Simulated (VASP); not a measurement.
**Ni: relaxation of cell and atoms with revPBE**

The system is Ni.

```
CELL_PARAMETERS angstrom
0.00000 1.73757 1.73757
1.73757 0.00000 1.73757
1.73757 1.73757 0.00000
ATOMIC_POSITIONS crystal
Ni 0.00000 0.00000 0.00000
```

```
Program                : VASP 6.6.1
Task                   : relaxation of cell and atoms
Functional             : revPBE
Potentials or basis    : VASP PAW PBE potentials, release 64 (Ni)
Cutoff                 : 600 eV
k mesh                 : 13 × 13 × 13
Occupations            : fermi-dirac, width 0.05 eV
Spin                   : collinear spin, ferromagnetic start
Starting moments       : [1.0] μB
Further INCAR settings : ALGO = Normal; EDIFF = 1e-06; IBRION = 2; EDIFFG = -0.01; NSW = 60; ISIF = 3
```

| Item | Value |
| --- | --- |
| Relaxed volume | 11.12 Å³/atom |
| Relaxed cell | a = 2.505 Å, b = 2.505 Å, c = 2.505 Å, α = 60.00°, β = 60.00°, γ = 60.00° |
| Space group after relaxing (to 0.05 Å) | Fm-3m (No. 225) |
| Energy gained by relaxing | 22.5 meV/atom |
| Ionic steps | 3 |
| Pressure after relaxing | 0.0 GPa |
| Band gap on the k mesh | none (metal or under the smearing width) |
| Net moment | 0.63 μB per cell |
| Site moments | Ni +0.64 μB |
| Valence electrons inside the program's atomic spheres | Ni 9.27 |

The path:
```tsv
step	energy change (eV)	largest force (eV/Å)	pressure (GPa)	volume (Å³)
1	0.0000	0.0000	12.26	10.49
2	-0.0036	0.0000	-8.90	11.76
3	-0.0225	0.0000	-0.02	11.12
```

Final structure:
```xyz
1
Lattice="0.0000 1.7716 1.7716 1.7716 0.0000 1.7716 1.7716 1.7716 0.0000" Properties=species:S:1:pos:R:3 pbc="T T T"
Ni    0.0000    0.0000    0.0000
```

Levels at points of the mesh, in eV from the Fermi level:
Spin up:
```
           k point  band 3  band 4  band 5  band 6  band 7  band 8
(0.00, 0.00, 0.00)   -2.40   -2.40   -1.25   -1.25   23.50   27.24
```
Spin down:
```
           k point  band 1  band 2  band 3  band 4  band 5  band 6  band 7  band 8  band 9  band 10
(0.00, 0.00, 0.00)   -8.91   -1.62   -1.62   -1.62   -0.66   -0.66   23.31   27.20   27.20    27.20
```

Run time: 44 s on 1 thread of AMD EPYC 7R13 Processor (Zen 3) (shared host), peak memory 0.12 GiB.

Caveat: the PAW data sets were made with another functional, which shifts forces and pressure a little.
